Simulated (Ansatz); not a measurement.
## Stationary points along a deformation path in K

Level of theory: DFT PBE+D3(BJ), scalar-relativistic, plane waves, PAW (Ansatz 0.2.0). Settings: plane waves to 420 eV, k-mesh 14×14×14 (Γ-centred), Gaussian smearing 0.15 eV. No spin polarisation. Energies are free energies at this smearing, counted from the undisturbed cell; pressure is positive in compression.

Zero of the scan (as given, not relaxed at this level; it stands at -0.4 GPa; this fcc form isn't the usual structure):

```
CELL_PARAMETERS angstrom
0.00000 3.39187 3.39187
3.39187 0.00000 3.39187
3.39187 3.39187 0.00000
ATOMIC_POSITIONS crystal
K 0.00000 0.00000 0.00000
```

At fixed volume and fractional coordinates, lengths along (0.577, 0.577, 0.577) are scaled against those across it; ρ is that ratio over its starting value. V = 78.046 Å³/atom. Δσ is the stress along the axis less the mean stress across it (compression positive).

| ρ | ΔE (meV/atom) | Δσ (GPa) | space group |
| --- | --- | --- | --- |
| 0.500 | 107.3 | 0.00 | Pm-3m |
| 0.600 | 92.7 | 0.48 | R-3m |
| 0.710 | 58.5 | 0.72 | R-3m |
| 1.000 | 0.0 | 0.00 | Fm-3m |
| 1.410 | 106.1 | -1.93 | R-3m |
| 2.000 | 434.9 | -3.84 | R-3m |

Q: How does the stress give the slope of the energy, and where is the energy stationary?

A: Along the path d ln(length) is 2/3 d ln ρ on the axis and −1/3 d ln ρ across it, so dE/d ln ρ = −(2/3) V Δσ: the energy falls with ρ where Δσ is positive. Δσ vanishes or changes sign at ρ = 0.500 (Pm-3m, an end of the scan), at 107.3 meV/atom; at ρ = 1.000 (Fm-3m), a minimum at 0.0 meV/atom. Pairs of stationary points between two samples would go unseen, and could change a minimum read from distant neighbours into a maximum. At ρ = 0.500, 1.000 the cell is cubic, where symmetry alone makes the stress isotropic and the slope zero.

In a metal these slopes depend on the k mesh and the smearing.